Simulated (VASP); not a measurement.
# Al (Fm-3m) in VASP: elastic constants with r2SCAN

Aim: the elastic constants of Al with r2SCAN.

All numbers are computed with VASP 6.6.1; they aren't measurements. Logs are shortened: lines on timing, memory, paths and dates and some standing lists are left out, and cuts for length are marked.

## Step 1: Starting point

The structure is cubic, space group Fm-3m (No. 225). Conventional cell: a = 4.050 Å, b = 4.050 Å, c = 4.050 Å, α = 90.00°, β = 90.00°, γ = 90.00°. Al (site symmetry m-3m) is surrounded by 12 Al at 2.86 Å.

## Step 2: Elastic constants, r2SCAN

The input, POSCAR:

```
Al
1.0
    0.0000000000      2.0248050000      2.0248050000
    2.0248050000      0.0000000000      2.0248050000
    2.0248050000      2.0248050000      0.0000000000
Al
1
Direct
    0.0000000000      0.0000000000      0.0000000000
```

The input, INCAR.step1:

```
SYSTEM = Al
PREC = Accurate
ENCUT = 600
EDIFF = 1E-8
ISMEAR = 0
SIGMA = 0.1
LREAL = .FALSE.
LASPH = .TRUE.
NELM = 100
ALGO = Normal
ISIF = 3
LWAVE = .FALSE.
LCHARG = .FALSE.
METAGGA = R2SCAN
LMIXTAU = .TRUE.
IBRION = 2
NSW = 40
EDIFFG = -0.002
```

The input, INCAR.step2:

```
SYSTEM = Al
PREC = Accurate
ENCUT = 600
EDIFF = 1E-8
ISMEAR = 0
SIGMA = 0.1
LREAL = .FALSE.
LASPH = .TRUE.
NELM = 100
ALGO = Normal
ISIF = 3
LWAVE = .FALSE.
LCHARG = .FALSE.
METAGGA = R2SCAN
LMIXTAU = .TRUE.
IBRION = 6
NFREE = 2
POTIM = 0.015
NSW = 1
```

The input, KPOINTS:

```
regular mesh
0
G
  13 13 13
  0 0 0
```

Potentials or basis: VASP PAW PBE potentials, release 64 (Al).

Command:

```
cat potpaw_PBE.64/Al/POTCAR > POTCAR
cp INCAR.step1 INCAR
mpirun -np 1 vasp_std > vasp.out
cp CONTCAR POSCAR
cp INCAR.step2 INCAR
mpirun -np 1 vasp_std > vasp.out
```

OUTCAR:

```text
SYSTEM = Al
   PREC = Accurate
   ENCUT = 600
   EDIFF = 1E-8
   ISMEAR = 0
   LREAL = .FALSE.
   LASPH = .TRUE.
   NELM = 100
   ISIF = 3
   METAGGA = R2SCAN
   IBRION = 6
   NFREE = 2
   POTIM = 0.015
   NSW = 1

 ion  position               nearest neighbor table
   1  0.000  0.000  0.000-

  LATTYP: Found a face centered cubic cell.
 ALAT       =     3.9881382568

  Lattice vectors:

 A1 = (   0.0000000000,   1.9940691284,   1.9940691284)
 A2 = (   1.9940691284,  -0.0000000000,   1.9940691284)
 A3 = (   1.9940691284,   1.9940691284,   0.0000000000)

Analysis of symmetry for initial positions (statically):
=====================================================================
 Subroutine PRICEL returns:
 Original cell was already a primitive cell.

 Routine SETGRP: Setting up the symmetry group for a
 face centered cubic supercell.

 Subroutine GETGRP returns: Found 48 space group operations
 (whereof 48 operations were pure point group operations)
 out of a pool of 48 trial point group operations.

The static configuration has the point symmetry O_h .

Analysis of symmetry for dynamics (positions and initial velocities):
=====================================================================
 Subroutine PRICEL returns:
 Original cell was already a primitive cell.

 Routine SETGRP: Setting up the symmetry group for a
 face centered cubic supercell.

 Subroutine GETGRP returns: Found 48 space group operations
 (whereof 48 operations were pure point group operations)
 out of a pool of 48 trial point group operations.

The dynamic configuration has the point symmetry O_h .

 Subroutine INISYM returns: Found 48 space group operations
 (whereof 48 operations are pure point group operations),
 and found     1 'primitive' translations

----------------------------------------------------------------------------------------

                                     Primitive cell

  volume of cell :      15.8581

  direct lattice vectors                    reciprocal lattice vectors
     0.000000000  1.994069128  1.994069128    -0.250743564  0.250743564  0.250743564
     1.994069128 -0.000000000  1.994069128     0.250743564 -0.250743564  0.250743564
     1.994069128  1.994069128  0.000000000     0.250743564  0.250743564 -0.250743564

  length of vectors
     2.820039606  2.820039606  2.820039606     0.434300592  0.434300592  0.434300592

  position of ions in fractional coordinates (direct lattice)
     0.000000000  0.000000000  0.000000000

  ion indices of the primitive-cell ions
   primitive index   ion index
                 1           1

----------------------------------------------------------------------------------------

 KPOINTS: regular mesh

Automatic generation of k-mesh.
 Grid dimensions read from file:
 generate k-points for:   13   13   13

 Generating k-lattice:

  Cartesian coordinates                     Fractional coordinates (reciprocal lattice)
    -0.019287966  0.019287966  0.019287966     0.076923077  0.000000000  0.000000000
     0.019287966 -0.019287966  0.019287966    -0.000000000  0.076923077 -0.000000000
     0.019287966  0.019287966 -0.019287966     0.000000000  0.000000000  0.076923077

  Length of vectors
     0.033407738  0.033407738  0.033407738

  Shift w.r.t. Gamma in fractional coordinates (k-lattice)
     0.000000000  0.000000000  0.000000000

 Subroutine IBZKPT returns following result:
 ===========================================

 Found     84 irreducible k-points:

 Following reciprocal coordinates:
            Coordinates               Weight
  0.000000  0.000000  0.000000      1.000000
  0.076923  0.000000  0.000000      8.000000
  0.153846  0.000000  0.000000      8.000000
  0.230769  0.000000  0.000000      8.000000
  0.307692  0.000000  0.000000      8.000000
  0.384615 -0.000000  0.000000      8.000000
[... 16 lines left out ...]
  0.384615  0.153846  0.000000     24.000000
  0.461538  0.153846  0.000000     24.000000
[... 25 lines left out ...]
   ISIF   =      3    stress and relaxation
   ISYM   =      2    0-nonsym 1-usesym 2-fastsym
   POTIM  = 0.0150    time-step for ionic-motion
   TEBEG  =    0.0;   TEEND  =   0.0 temperature during run
   PSTRESS=    0.0 pullay stress
   NELECT =       3.0000    total number of electrons
   NUPDOWN=      -1.0000    fix difference up-down
   EMIN   =  10.00;   EMAX   =-10.00  energy-range for DOS
   EFERMI =   0.00;   METHOD = LEGACY
   ISMEAR =     0;   SIGMA  =   0.10  broadening in eV -4-tet -1-fermi 0-gaus
   EFERMI_NEDOS =   21; number of points for ismear=-14 and -15
   IALGO  =     38    algorithm
   IMIX   =      4    mixing-type and parameters
     AMIX     =   0.40;   BMIX     =  1.00
     AMIX_MAG =   1.60;   BMIX_MAG =  1.00
  volume/ion in A,a.u.               =      15.86       107.02
  Fermi-wavevector in a.u.,A,eV,Ry     =   0.939792  1.775949 12.016786  0.883209
  Thomas-Fermi vector in A             =   2.067139
   LORBIT       =      0    0 simple, 1 ext, 2 COOP (PROOUT), +10 PAW based schemes
   METAGGA = R2SCAN    functional components
   LHFCALC =     F    Hartree Fock is set to
   AEXX    =    0.0000 exact exchange contribution
   IVDW    =     0    specifies the selected vdW correction
   LEPSILON=     F    determine dielectric tensor
   LRPA    =     F    only Hartree local field effects (RPA)
 finite differences with symmetry
 non-spin polarized calculation
 Gauss-broadening in eV      SIGMA  =   0.10
  energy-cutoff  :      600.00
  volume of cell :       15.86
 maximum number of plane-waves:       540
   NGX = 11   NGY = 11   NGZ = 11

--------------------------------------- Ionic step        1  -------------------------------------------

 number of electron       3.0000000 magnetization

 Free energy of the ion-electron system (eV)
  ---------------------------------------------------
  ext. energy  EPLUGINS =         0.00000000
  ---------------------------------------------------
  free energy    TOTEN  =        -6.73629947 eV

  energy without entropy =       -6.73450938  energy(sigma->0) =       -6.73540443

------------------------ aborting loop because EDIFF is reached ----------------------------------------

  FORCE on cell =-STRESS in cart. coord.  units (eV):
  Direction    XX          YY          ZZ          XY          YZ          ZX
  --------------------------------------------------------------------------------------
  -------------------------------------------------------------------------------------
  Total       -0.0017282     -0.0017282     -0.0017282     -0.0000000      0.0000000     -0.0000000
  in kB       -0.1745998     -0.1745998     -0.1745998     -0.0000000      0.0000000     -0.0000000
  external PRESSURE =      -0.1745998 kB  Pullay stress =       0.0000000 kB
[... 86 lines left out ...]
  FREE ENERGIE OF THE ION-ELECTRON SYSTEM (eV)
  ---------------------------------------------------
  free  energy   TOTEN  =        -6.7345923825 eV

  energy  without entropy=       -6.7328067875  energy(sigma->0) =       -6.73369959

[... ionic steps 4 to 12 ...]

--------------------------------------- Ionic step       13  -------------------------------------------

 number of electron       3.0000000 magnetization

------------------------ aborting loop because EDIFF is reached ----------------------------------------
[... 65 lines left out ...]
--------------------------------------- Ionic step       15  -------------------------------------------

 number of electron       3.0000000 magnetization

 Free energy of the ion-electron system (eV)
  ---------------------------------------------------
  ext. energy  EPLUGINS =         0.00000000
  ---------------------------------------------------
  free energy    TOTEN  =        -6.73630203 eV

  energy without entropy =       -6.73451193  energy(sigma->0) =       -6.73540698

 E-fermi :   8.3617     XC(G=0): -11.0534

 val. band max:        8.3205967651   @ k =  -0.3077   0.2308  -0.0000
 cond. band min:       8.4379106330   @ k =   0.4615   0.2308   0.0000
 fundamental gap:      0.1173138680
 Fermi energy:         8.3617230721

 k-point     1 :       0.0000    0.0000    0.0000
  band No.  band energies     occupation
      1      -3.6852      2.00000
      2      21.9842      0.00000
      3      21.9842      0.00000
      4      21.9842      0.00000
      5      24.2115      0.00000
[... 177 lines left out ...]
 k-point    24 :       0.4615    0.1538    0.0000
  band No.  band energies     occupation
      1       1.8141      2.00000
      2       6.8952      2.00000
      3      16.1471      0.00000
      4      17.4585      0.00000
      5      19.4152      0.00000

 [... further k-points ...]

------------------------ aborting loop because EDIFF is reached ----------------------------------------

  FORCE on cell =-STRESS in cart. coord.  units (eV):
  Direction    XX          YY          ZZ          XY          YZ          ZX
  --------------------------------------------------------------------------------------
  -------------------------------------------------------------------------------------
  Total       -0.0017742     -0.0017742     -0.0017742      0.0000000      0.0000000     -0.0000000
  in kB       -0.1792517     -0.1792517     -0.1792517      0.0000000      0.0000000     -0.0000000
  external PRESSURE =      -0.1792517 kB  Pullay stress =       0.0000000 kB
[... 16 lines left out ...]
  FREE ENERGIE OF THE ION-ELECTRON SYSTEM (eV)
  ---------------------------------------------------
  free  energy   TOTEN  =        -6.7363020333 eV

  energy  without entropy=       -6.7345119261  energy(sigma->0) =       -6.73540698

 INTERNAL STRAIN TENSORS FROM STRAINED CELLS
 ============================================

 INTERNAL STRAIN TENSOR FOR ION    1 for displacements in x,y,z  (eV/Angst):
          X           Y           Z          XY          YZ          ZX
  --------------------------------------------------------------------------------
  x     0.00000     0.00000    -0.00000     0.00000     0.00000     0.00000
  y     0.00000    -0.00000    -0.00000     0.00000     0.00000    -0.00000
  z     0.00000     0.00000    -0.00000    -0.00000     0.00000     0.00000

 INTERNAL STRAIN TENSORS FROM DISPLACED ATOMS
 ============================================

 INTERNAL STRAIN TENSOR FOR ION    1 for displacements in x,y,z  (eV/Angst):
          X           Y           Z          XY          YZ          ZX
  --------------------------------------------------------------------------------
  x     0.00000     0.00000     0.00000     0.00000     0.00000     0.00000
  y     0.00000     0.00000     0.00000     0.00000     0.00000     0.00000
  z     0.00000     0.00000     0.00000     0.00000     0.00000     0.00000

 Eigenvectors and eigenvalues of the dynamical matrix
 ----------------------------------------------------

   1 f/i=    0.000000 THz     0.000000 2PiTHz    0.000000 cm-1     0.000000 meV
             X         Y         Z           dx          dy          dz
      0.000000  0.000000  0.000000     0.000000    0.000000    1.000000

   2 f/i=    0.000000 THz     0.000000 2PiTHz    0.000000 cm-1     0.000000 meV
             X         Y         Z           dx          dy          dz
      0.000000  0.000000  0.000000     0.950605   -0.310402    0.000000

   3 f/i=    0.000000 THz     0.000000 2PiTHz    0.000000 cm-1     0.000000 meV
             X         Y         Z           dx          dy          dz
      0.000000  0.000000  0.000000    -0.310402   -0.950605    0.000000

--------------------------------------------------------------------------------------------------------

 ELASTIC MODULI CONTR FROM IONIC RELAXATION (kBar)
 Direction    XX          YY          ZZ          XY          YZ          ZX
 --------------------------------------------------------------------------------
 XX           0.0000      0.0000      0.0000      0.0000      0.0000      0.0000
 YY           0.0000      0.0000      0.0000      0.0000      0.0000      0.0000
 ZZ           0.0000      0.0000      0.0000      0.0000      0.0000      0.0000
 XY           0.0000      0.0000      0.0000      0.0000      0.0000      0.0000
 YZ           0.0000      0.0000      0.0000      0.0000      0.0000      0.0000
 ZX           0.0000      0.0000      0.0000      0.0000      0.0000      0.0000
 --------------------------------------------------------------------------------

 TOTAL ELASTIC MODULI (kBar)
 Direction    XX          YY          ZZ          XY          YZ          ZX
 --------------------------------------------------------------------------------
 XX        1497.6975    645.6682    645.6682     -0.0000     -0.0000      0.0000
 YY         645.6682   1497.6975    645.6682     -0.0000     -0.0000      0.0000
 ZZ         645.6682    645.6682   1497.6975     -0.0000     -0.0000     -0.0000
 XY          -0.0000     -0.0000     -0.0000    356.3898      0.0000     -0.0000
 YZ          -0.0000     -0.0000     -0.0000      0.0000    356.3898     -0.0000
 ZX           0.0000      0.0000     -0.0000     -0.0000     -0.0000    356.3898
 --------------------------------------------------------------------------------
```

Wall time 23 min (1 thread of AMD EPYC 9R45 (Zen 5), shared host); peak memory 0.19 GiB.

Results:

```
Relaxed volume                         : 15.86 Å³/atom
Relaxed cell                           : a = 2.820 Å, b = 2.820 Å, c = 2.820 Å, α = 60.00°, β = 60.00°, γ = 60.00°
Space group after relaxing (to 0.05 Å) : Fm-3m (No. 225)
Elastic constants C11, C12, C44        : 150, 65, 36 GPa
Voigt bulk modulus                     : 93 GPa
```

The path:
```
step  energy change (eV)  largest force (eV/Å)  pressure (GPa)  volume (Å³)
   1              0.0000                0.0000           -3.91        16.60
   2             -0.0089                0.0000            1.27        15.65
   3             -0.0097                0.0000            0.04        15.85
   4             -0.0097                0.0000           -0.05        15.86
   5             -0.0097                0.0000           -0.05        15.86
   6             -0.0097                0.0000           -0.05        15.86
   7             -0.0097                0.0000           -0.05        15.86
   8             -0.0097                0.0000           -0.05        15.86
   9             -0.0097                0.0000           -0.04        15.86
  10             -0.0097                0.0000           -0.04        15.86
  11             -0.0097                0.0000           -0.04        15.86
  12             -0.0097                0.0000           -0.04        15.86
  13             -0.0097                0.0000           -0.04        15.86
  14             -0.0097                0.0000           -0.04        15.86
  15             -0.0097                0.0000           -0.03        15.86
  16             -0.0097                0.0000           -0.02        15.86
```

Final structure:
```
Al
1.0
     0.00000    1.99407    1.99407
     1.99407    0.00000    1.99407
     1.99407    1.99407    0.00000
Al
1
Direct
  0.00000 0.00000 0.00000
```

Elastic tensor in Voigt notation (GPa, in the Cartesian axes of the cell as first typed):
```
150  65  65   0   0   0
 65 150  65   0   0   0
 65  65 150   0   0   0
  0   0   0  36   0   0
  0   0   0   0  36   0
  0   0   0   0   0  36
```

Clamped-ion elastic tensor (GPa):
```
150  65  65   0   0   0
 65 150  65   0   0   0
 65  65 150   0   0   0
  0   0   0  36   0   0
  0   0   0   0  36   0
  0   0   0   0   0  36
```

Caveat: the PAW data sets were made with another functional, which shifts forces and pressure a little.
